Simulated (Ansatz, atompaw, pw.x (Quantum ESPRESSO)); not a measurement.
**Ca (Z = 20): one change to the PAW (atompaw) potential, in the atom and in the bcc crystal**

- Element: Ca
- Generator: atompaw 4.2.0.5
- Type: PAW
- Functional: PBE
- Relativity: scalar-relativistic
- Frozen core: [Ne]
- Valence charge: 10
- Reference configuration: 3s2 3p6 3d0 4s1.5 4p0.5
- Partial waves: 3s (bound): rc 1.60 bohr; 4s (bound): rc 1.70 bohr; 3p (bound): rc 1.65 bohr; 4p (bound): rc 2.70 bohr; 3d (bound, empty): rc 2.70 bohr; 3d channel at 0.1 Ry: rc 2.70 bohr
- Local potential: troulliermartins scheme with l = 3 at 0 Ry, radius 2.65 bohr
- Core correction: smooth core density matched at 2.50 bohr
- Augmentation charge: sinc compensation charge, radius 2.70 bohr; PAW radius 2.70 bohr; waves and projectors: custom rrkj gramschmidtortho

Change: wave 3d channel at 0.1 Ry: rc 2.70 bohr becomes 3d channel at 9.96 Ry: rc 2.70 bohr.

Cutoffs, loose and tight: the cutoffs (Ry, on a coarse ladder) from which the occupation-weighted sum of valence levels, in a spherical-Bessel basis at the reference potential, stays within 10 and 1 mRy of its value at 400 Ry. They see the waves, projectors and local potential, not the compensation charge or the core.

Crystal test: bcc Ca in pw.x 7.5, no spin, 11³ k-points, Fermi–Dirac smearing 0.01 Ry, cutoffs set for each file from its atomic test. The reference is all-electron LAPW (Ansatz 0.2.0) with the same functional, mesh and smearing; V0 and B0 come from Birch–Murnaghan fits to the pressures at five volumes. Errors are pseudo minus all-electron; Δ is the rms difference of the E(V) curves that follow from these fits, minima aligned, over ±6 % about the mean V0. Mesh and smearing are coarse, so the numbers serve the comparison and aren't converged zero-temperature values; the lattice is a test structure that the element need not adopt.

All-electron: a0 = 4.386 Å (V0 = 42.19 Å³/atom), B0 = 17.2 GPa.

Problem. Does the change bring the crystal closer to the all-electron result?

Solution. The mean pressure error goes from -0.03 to +1.08 GPa, so the change moves the solid further from the all-electron pressures. At 80 % of its cutoff the pressure of the base moves by -0.19 GPa.

```
                 quantity       base    changed
           outcome (atom)  generated  generated
     cutoff, loose (atom)      30 Ry      30 Ry
     cutoff, tight (atom)      50 Ry      50 Ry
      bound ghosts (atom)       none       none
     cutoffs in pw.x (Ry)     60/600     60/600
                   a0 (Å)      4.383          –
             a0 error (%)      -0.06          –
             B0 error (%)       +0.3          –
             Δ (meV/atom)        0.3          –
mean pressure error (GPa)      -0.03      +1.08
```

A dash: not determined, or the minimum lies outside the volumes sampled.

Changed file: This is a poor potential for the solid. The atomic cutoffs weigh occupied waves only.
